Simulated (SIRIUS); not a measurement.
# Al (Fm-3m) in SIRIUS: a series of runs, part 2 of 3

SIRIUS 7.12.0.

## (4) Equation of state, BLYP, 16.27 Å³/atom (volume scaled by 0.98)

Input file sirius.json:

```json
{
  "control": {
    "processing_unit": "cpu",
    "std_evp_solver_name": "lapack",
    "gen_evp_solver_name": "lapack",
    "verbosity": 2,
    "print_forces": false,
    "ortho_rf": true,
    "use_second_variation": true,
    "rmt_max": 3.0,
    "num_bands_to_print": 12,
    "save_wf": true
  },
  "parameters": {
    "electronic_structure_method": "full_potential_lapwlo",
    "xc_functionals": ["XC_GGA_X_B88", "XC_GGA_C_LYP"],
    "core_relativity": "dirac",
    "valence_relativity": "iora",
    "num_fv_states": 12,
    "smearing": "fermi_dirac",
    "smearing_width": 0.0018374661,
    "pw_cutoff": 20,
    "gk_cutoff": 3.41,
    "lmax_apw": 10,
    "lmax_rho": 8,
    "lmax_pot": 8,
    "num_mag_dims": 0,
    "auto_rmt": 0,
    "ngridk": [11, 11, 11],
    "shiftk": [0, 0, 0],
    "num_dft_iter": 80,
    "energy_tol": 1e-07,
    "density_tol": 1e-05,
    "use_symmetry": true
  },
  "settings": {"tol_ne": 1e-10},
  "iterative_solver": {"type": "exact"},
  "mixer": {"type": "anderson", "beta": 0.5, "max_history": 8},
  "unit_cell": {
    "lattice_vectors": [[0.0, 3.8006460856, 3.8006460856], [3.8006460856, 0.0, 3.8006460856], [3.8006460856, 3.8006460856, 0.0]],
    "atom_types": ["Al"],
    "atom_files": {"Al": "Al.json"},
    "atoms": {"Al": [[0.0, 0.0, 0.0]]}
  }
}
```

Input file Al.json:

```json
{
  "name": "aluminium",
  "symbol": "Al",
  "number": 13,
  "mass": 26.9815386,
  "rmin": 1e-06,
  "rmt": 2.29,
  "nrmt": 800,
  "rinf": 20.43,
  "core": "1s",
  "valence": [
    {"basis": [{"enu": 0.06, "dme": 0, "n": 0, "auto": 0}, {"enu": 0.06, "dme": 1, "n": 0, "auto": 0}]},
    {"l": 0, "n": 1, "basis": [{"enu": 0.1173, "dme": 0, "n": 0, "auto": 0}]},
    {"l": 1, "n": 2, "basis": [{"enu": 0.16, "dme": 0, "n": 0, "auto": 0}]},
    {"l": 2, "n": 3, "basis": [{"enu": 0.16, "dme": 0, "n": 0, "auto": 0}]},
    {"l": 3, "n": 4, "basis": [{"enu": 0.16, "dme": 0, "n": 0, "auto": 0}]}
  ],
  "lo": [
    {
      "l": 0,
      "basis": [{"enu": 0.1173, "dme": 0, "n": 0, "auto": 0}, {"enu": 0.1173, "dme": 1, "n": 0, "auto": 0}]
    },
    {
      "l": 0,
      "basis": [{"enu": -3.685, "dme": 0, "n": 2, "auto": 1}, {"enu": -3.685, "dme": 1, "n": 2, "auto": 1}]
    },
    {
      "l": 0,
      "basis": [{"enu": -3.685, "dme": 1, "n": 2, "auto": 1}, {"enu": 0.1173, "dme": 0, "n": 0, "auto": 0}]
    },
    {
      "l": 0,
      "basis": [{"enu": 0.1173, "dme": 0, "n": 0, "auto": 0}, {"enu": 3.1684, "dme": 0, "n": 0, "auto": 0}]
    },
    {"l": 1, "basis": [{"enu": 0.16, "dme": 0, "n": 0, "auto": 0}, {"enu": 0.16, "dme": 1, "n": 0, "auto": 0}]},
    {
      "l": 1,
      "basis": [{"enu": -2.2997, "dme": 0, "n": 2, "auto": 1}, {"enu": -2.2997, "dme": 1, "n": 2, "auto": 1}]
    },
    {
      "l": 1,
      "basis": [{"enu": -2.2997, "dme": 1, "n": 2, "auto": 1}, {"enu": 0.16, "dme": 0, "n": 0, "auto": 0}]
    },
    {"l": 1, "basis": [{"enu": 0.16, "dme": 0, "n": 0, "auto": 0}, {"enu": 3.6687, "dme": 0, "n": 0, "auto": 0}]},
    {"l": 2, "basis": [{"enu": 0.16, "dme": 0, "n": 0, "auto": 0}, {"enu": 0.16, "dme": 1, "n": 0, "auto": 0}]},
    {"l": 2, "basis": [{"enu": 0.16, "dme": 1, "n": 0, "auto": 0}, {"enu": 0.16, "dme": 2, "n": 0, "auto": 0}]},
    {"l": 2, "basis": [{"enu": 0.16, "dme": 0, "n": 0, "auto": 0}, {"enu": 3.1348, "dme": 0, "n": 0, "auto": 0}]},
    {"l": 3, "basis": [{"enu": 0.16, "dme": 0, "n": 0, "auto": 0}, {"enu": 0.16, "dme": 1, "n": 0, "auto": 0}]}
  ],
  "free_atom": [... radial grid and density of the free atom, the start of the SCF ...]
}
```

Input file sirius_start.json:

```json
{
  "control": {
    "processing_unit": "cpu",
    "std_evp_solver_name": "lapack",
    "gen_evp_solver_name": "lapack",
    "verbosity": 1,
    "print_forces": false,
    "ortho_rf": true,
    "use_second_variation": true,
    "rmt_max": 3.0,
    "num_bands_to_print": 12,
    "save_wf": false
  },
  "parameters": {
    "electronic_structure_method": "full_potential_lapwlo",
    "xc_functionals": ["XC_LDA_X", "XC_LDA_C_PW"],
    "core_relativity": "dirac",
    "valence_relativity": "iora",
    "num_fv_states": 12,
    "smearing": "fermi_dirac",
    "smearing_width": 0.0055123983,
    "pw_cutoff": 20,
    "gk_cutoff": 2.72,
    "lmax_apw": 10,
    "lmax_rho": 8,
    "lmax_pot": 8,
    "num_mag_dims": 0,
    "auto_rmt": 0,
    "ngridk": [4, 4, 4],
    "shiftk": [0, 0, 0],
    "num_dft_iter": 30,
    "energy_tol": 0.01,
    "density_tol": 0.05,
    "use_symmetry": true
  },
  "settings": {"tol_ne": 1e-10},
  "iterative_solver": {"type": "exact"},
  "mixer": {"type": "anderson", "beta": 0.5, "max_history": 8},
  "unit_cell": {
    "lattice_vectors": [[0.0, 3.8006460856, 3.8006460856], [3.8006460856, 0.0, 3.8006460856], [3.8006460856, 3.8006460856, 0.0]],
    "atom_types": ["Al"],
    "atom_files": {"Al": "Al.json"},
    "atoms": {"Al": [[0.0, 0.0, 0.0]]}
  }
}
```

Run with:

```console
$ OMP_NUM_THREADS=1 sirius.scf --input=sirius_start.json --output=start.json
$ OMP_NUM_THREADS=1 sirius.scf --input=sirius.json --output=output.json --task=1
```

It took 12 s on 1 thread of Arm Neoverse V2, shared host; peak memory 0.28 GiB.

It converged, with:

```
Free energy                                       : -6610.5248 eV
Band gap on the k mesh                            : none (metal or under the smearing width)
All electrons inside the program's atomic spheres : Al 11.42 (radii Al 2.29 bohr)
```

## (5) Equation of state, BLYP, 16.60 Å³/atom

sirius.json, as its differences from that of step 4:

```diff
@@ -39,3 +39,3 @@
   "unit_cell": {
-    "lattice_vectors": [[0.0, 3.8006460856, 3.8006460856], [3.8006460856, 0.0, 3.8006460856], [3.8006460856, 3.8006460856, 0.0]],
+    "lattice_vectors": [[0.0, 3.8263269058, 3.8263269058], [3.8263269058, 0.0, 3.8263269058], [3.8263269058, 3.8263269058, 0.0]],
     "atom_types": ["Al"],
```

Input file Al.json:

```json
{
  "name": "aluminium",
  "symbol": "Al",
  "number": 13,
  "mass": 26.9815386,
  "rmin": 1e-06,
  "rmt": 2.29,
  "nrmt": 800,
  "rinf": 20.43,
  "core": "1s",
  "valence": [
    {"basis": [{"enu": 0.05, "dme": 0, "n": 0, "auto": 0}, {"enu": 0.05, "dme": 1, "n": 0, "auto": 0}]},
    {"l": 0, "n": 1, "basis": [{"enu": 0.1073, "dme": 0, "n": 0, "auto": 0}]},
    {"l": 1, "n": 2, "basis": [{"enu": 0.15, "dme": 0, "n": 0, "auto": 0}]},
    {"l": 2, "n": 3, "basis": [{"enu": 0.15, "dme": 0, "n": 0, "auto": 0}]},
    {"l": 3, "n": 4, "basis": [{"enu": 0.15, "dme": 0, "n": 0, "auto": 0}]}
  ],
  "lo": [
    {
      "l": 0,
      "basis": [{"enu": 0.1073, "dme": 0, "n": 0, "auto": 0}, {"enu": 0.1073, "dme": 1, "n": 0, "auto": 0}]
    },
    {
      "l": 0,
      "basis": [{"enu": -3.695, "dme": 0, "n": 2, "auto": 1}, {"enu": -3.695, "dme": 1, "n": 2, "auto": 1}]
    },
    {
      "l": 0,
      "basis": [{"enu": -3.695, "dme": 1, "n": 2, "auto": 1}, {"enu": 0.1073, "dme": 0, "n": 0, "auto": 0}]
    },
    {
      "l": 0,
      "basis": [{"enu": 0.1073, "dme": 0, "n": 0, "auto": 0}, {"enu": 3.1584, "dme": 0, "n": 0, "auto": 0}]
    },
    {"l": 1, "basis": [{"enu": 0.15, "dme": 0, "n": 0, "auto": 0}, {"enu": 0.15, "dme": 1, "n": 0, "auto": 0}]},
    {
      "l": 1,
      "basis": [{"enu": -2.3097, "dme": 0, "n": 2, "auto": 1}, {"enu": -2.3097, "dme": 1, "n": 2, "auto": 1}]
    },
    {
      "l": 1,
      "basis": [{"enu": -2.3097, "dme": 1, "n": 2, "auto": 1}, {"enu": 0.15, "dme": 0, "n": 0, "auto": 0}]
    },
    {"l": 1, "basis": [{"enu": 0.15, "dme": 0, "n": 0, "auto": 0}, {"enu": 3.6587, "dme": 0, "n": 0, "auto": 0}]},
    {"l": 2, "basis": [{"enu": 0.15, "dme": 0, "n": 0, "auto": 0}, {"enu": 0.15, "dme": 1, "n": 0, "auto": 0}]},
    {"l": 2, "basis": [{"enu": 0.15, "dme": 1, "n": 0, "auto": 0}, {"enu": 0.15, "dme": 2, "n": 0, "auto": 0}]},
    {"l": 2, "basis": [{"enu": 0.15, "dme": 0, "n": 0, "auto": 0}, {"enu": 3.1248, "dme": 0, "n": 0, "auto": 0}]},
    {"l": 3, "basis": [{"enu": 0.15, "dme": 0, "n": 0, "auto": 0}, {"enu": 0.15, "dme": 1, "n": 0, "auto": 0}]}
  ],
  "free_atom": [... radial grid and density of the free atom, the start of the SCF ...]
}
```

sirius_start.json, as its differences from that of step 4:

```diff
@@ -39,3 +39,3 @@
   "unit_cell": {
-    "lattice_vectors": [[0.0, 3.8006460856, 3.8006460856], [3.8006460856, 0.0, 3.8006460856], [3.8006460856, 3.8006460856, 0.0]],
+    "lattice_vectors": [[0.0, 3.8263269058, 3.8263269058], [3.8263269058, 0.0, 3.8263269058], [3.8263269058, 3.8263269058, 0.0]],
     "atom_types": ["Al"],
```

Run with:

```console
$ OMP_NUM_THREADS=1 sirius.scf --input=sirius_start.json --output=start.json
$ OMP_NUM_THREADS=1 sirius.scf --input=sirius.json --output=output.json --task=1
```

Run time: 11 s. Hardware: 1 thread of Arm Neoverse V2, shared host; peak memory 0.28 GiB.

The run converged. Its results:

* Free energy: -6610.5326 eV
* Band gap on the k mesh: none (metal or under the smearing width)
* All electrons inside the program's atomic spheres: Al 11.41 (radii Al 2.29 bohr)

## (6) Equation of state, BLYP, 16.93 Å³/atom (volume scaled by 1.02)

sirius.json, as its differences from that of step 5:

```diff
@@ -39,3 +39,3 @@
   "unit_cell": {
-    "lattice_vectors": [[0.0, 3.8263269058, 3.8263269058], [3.8263269058, 0.0, 3.8263269058], [3.8263269058, 3.8263269058, 0.0]],
+    "lattice_vectors": [[0.0, 3.8516675575, 3.8516675575], [3.8516675575, 0.0, 3.8516675575], [3.8516675575, 3.8516675575, 0.0]],
     "atom_types": ["Al"],
```

Al.json is that of step 5.

sirius_start.json, as its differences from that of step 5:

```diff
@@ -39,3 +39,3 @@
   "unit_cell": {
-    "lattice_vectors": [[0.0, 3.8263269058, 3.8263269058], [3.8263269058, 0.0, 3.8263269058], [3.8263269058, 3.8263269058, 0.0]],
+    "lattice_vectors": [[0.0, 3.8516675575, 3.8516675575], [3.8516675575, 0.0, 3.8516675575], [3.8516675575, 3.8516675575, 0.0]],
     "atom_types": ["Al"],
```

Potentials or basis: all-electron FP-LAPW, apw+lo standard.

Run with:

```console
$ OMP_NUM_THREADS=1 sirius.scf --input=sirius_start.json --output=start.json
$ OMP_NUM_THREADS=1 sirius.scf --input=sirius.json --output=output.json --task=1
```

Wall time 11 s (1 thread of Arm Neoverse V2, shared host); peak memory 0.28 GiB.

Results (log left out):

```
Free energy                                       : -6610.5373 eV
Band gap on the k mesh                            : none (metal or under the smearing width)
All electrons inside the program's atomic spheres : Al 11.39 (radii Al 2.29 bohr)
```

## (7) Equation of state, BLYP, 17.27 Å³/atom (volume scaled by 1.04)

sirius.json, as its differences from that of step 6:

```diff
@@ -39,3 +39,3 @@
   "unit_cell": {
-    "lattice_vectors": [[0.0, 3.8516675575, 3.8516675575], [3.8516675575, 0.0, 3.8516675575], [3.8516675575, 3.8516675575, 0.0]],
+    "lattice_vectors": [[0.0, 3.8766790868, 3.8766790868], [3.8766790868, 0.0, 3.8766790868], [3.8766790868, 3.8766790868, 0.0]],
     "atom_types": ["Al"],
```

Input file Al.json:

```json
{
  "name": "aluminium",
  "symbol": "Al",
  "number": 13,
  "mass": 26.9815386,
  "rmin": 1e-06,
  "rmt": 2.29,
  "nrmt": 800,
  "rinf": 20.43,
  "core": "1s",
  "valence": [
    {"basis": [{"enu": 0.04, "dme": 0, "n": 0, "auto": 0}, {"enu": 0.04, "dme": 1, "n": 0, "auto": 0}]},
    {"l": 0, "n": 1, "basis": [{"enu": 0.0973, "dme": 0, "n": 0, "auto": 0}]},
    {"l": 1, "n": 2, "basis": [{"enu": 0.14, "dme": 0, "n": 0, "auto": 0}]},
    {"l": 2, "n": 3, "basis": [{"enu": 0.14, "dme": 0, "n": 0, "auto": 0}]},
    {"l": 3, "n": 4, "basis": [{"enu": 0.14, "dme": 0, "n": 0, "auto": 0}]}
  ],
  "lo": [
    {
      "l": 0,
      "basis": [{"enu": 0.0973, "dme": 0, "n": 0, "auto": 0}, {"enu": 0.0973, "dme": 1, "n": 0, "auto": 0}]
    },
    {
      "l": 0,
      "basis": [{"enu": -3.705, "dme": 0, "n": 2, "auto": 1}, {"enu": -3.705, "dme": 1, "n": 2, "auto": 1}]
    },
    {
      "l": 0,
      "basis": [{"enu": -3.705, "dme": 1, "n": 2, "auto": 1}, {"enu": 0.0973, "dme": 0, "n": 0, "auto": 0}]
    },
    {
      "l": 0,
      "basis": [{"enu": 0.0973, "dme": 0, "n": 0, "auto": 0}, {"enu": 3.1484, "dme": 0, "n": 0, "auto": 0}]
    },
    {"l": 1, "basis": [{"enu": 0.14, "dme": 0, "n": 0, "auto": 0}, {"enu": 0.14, "dme": 1, "n": 0, "auto": 0}]},
    {
      "l": 1,
      "basis": [{"enu": -2.3197, "dme": 0, "n": 2, "auto": 1}, {"enu": -2.3197, "dme": 1, "n": 2, "auto": 1}]
    },
    {
      "l": 1,
      "basis": [{"enu": -2.3197, "dme": 1, "n": 2, "auto": 1}, {"enu": 0.14, "dme": 0, "n": 0, "auto": 0}]
    },
    {"l": 1, "basis": [{"enu": 0.14, "dme": 0, "n": 0, "auto": 0}, {"enu": 3.6487, "dme": 0, "n": 0, "auto": 0}]},
    {"l": 2, "basis": [{"enu": 0.14, "dme": 0, "n": 0, "auto": 0}, {"enu": 0.14, "dme": 1, "n": 0, "auto": 0}]},
    {"l": 2, "basis": [{"enu": 0.14, "dme": 1, "n": 0, "auto": 0}, {"enu": 0.14, "dme": 2, "n": 0, "auto": 0}]},
    {"l": 2, "basis": [{"enu": 0.14, "dme": 0, "n": 0, "auto": 0}, {"enu": 3.1148, "dme": 0, "n": 0, "auto": 0}]},
    {"l": 3, "basis": [{"enu": 0.14, "dme": 0, "n": 0, "auto": 0}, {"enu": 0.14, "dme": 1, "n": 0, "auto": 0}]}
  ],
  "free_atom": [... radial grid and density of the free atom, the start of the SCF ...]
}
```

sirius_start.json, as its differences from that of step 6:

```diff
@@ -39,3 +39,3 @@
   "unit_cell": {
-    "lattice_vectors": [[0.0, 3.8516675575, 3.8516675575], [3.8516675575, 0.0, 3.8516675575], [3.8516675575, 3.8516675575, 0.0]],
+    "lattice_vectors": [[0.0, 3.8766790868, 3.8766790868], [3.8766790868, 0.0, 3.8766790868], [3.8766790868, 3.8766790868, 0.0]],
     "atom_types": ["Al"],
```

Run with:

```console
$ OMP_NUM_THREADS=1 sirius.scf --input=sirius_start.json --output=start.json
$ OMP_NUM_THREADS=1 sirius.scf --input=sirius.json --output=output.json --task=1
```

Wall time 11 s (1 thread of Arm Neoverse V2, shared host); peak memory 0.28 GiB.

Results (log left out):

```
Free energy                                       : -6610.5394 eV
Band gap on the k mesh                            : none (metal or under the smearing width)
All electrons inside the program's atomic spheres : Al 11.37 (radii Al 2.29 bohr)
```

## (8) Equation of state, BLYP, 17.60 Å³/atom (volume scaled by 1.06)

sirius.json, as its differences from that of step 7:

```diff
@@ -39,3 +39,3 @@
   "unit_cell": {
-    "lattice_vectors": [[0.0, 3.8766790868, 3.8766790868], [3.8766790868, 0.0, 3.8766790868], [3.8766790868, 3.8766790868, 0.0]],
+    "lattice_vectors": [[0.0, 3.9013719759, 3.9013719759], [3.9013719759, 0.0, 3.9013719759], [3.9013719759, 3.9013719759, 0.0]],
     "atom_types": ["Al"],
```

Al.json is that of step 7.

sirius_start.json, as its differences from that of step 7:

```diff
@@ -39,3 +39,3 @@
   "unit_cell": {
-    "lattice_vectors": [[0.0, 3.8766790868, 3.8766790868], [3.8766790868, 0.0, 3.8766790868], [3.8766790868, 3.8766790868, 0.0]],
+    "lattice_vectors": [[0.0, 3.9013719759, 3.9013719759], [3.9013719759, 0.0, 3.9013719759], [3.9013719759, 3.9013719759, 0.0]],
     "atom_types": ["Al"],
```

Run with:

```console
$ OMP_NUM_THREADS=1 sirius.scf --input=sirius_start.json --output=start.json
$ OMP_NUM_THREADS=1 sirius.scf --input=sirius.json --output=output.json --task=1
```

Run time: 11 s. Hardware: 1 thread of Arm Neoverse V2, shared host; peak memory 0.28 GiB.

Results (log left out):

| Quantity | Value |
| --- | --- |
| Free energy | -6610.5390 eV |
| Band gap on the k mesh | none (metal or under the smearing width) |
| All electrons inside the program's atomic spheres | Al 11.36 (radii Al 2.29 bohr) |

## (9) Equation of state, BLYP

Potentials or basis: all-electron FP-LAPW, apw+lo standard.

No new run: the results of the series are fitted here.

Results:

```yaml
Equilibrium_volume: 17.38 Å³/atom
Bulk_modulus: 59 GPa
Pressure_derivative_of_the_bulk_modulus: 5.1
```

Energy against volume, from the lowest point:
| volume (Å³/atom) | energy (meV/atom) |
| --- | --- |
| 15.607 | 40.85 |
| 15.939 | 25.81 |
| 16.271 | 14.58 |
| 16.603 | 6.77 |
| 16.935 | 2.06 |
| 17.267 | 0.00 |
| 17.599 | 0.37 |

(Part 2 of 3 ends here.)
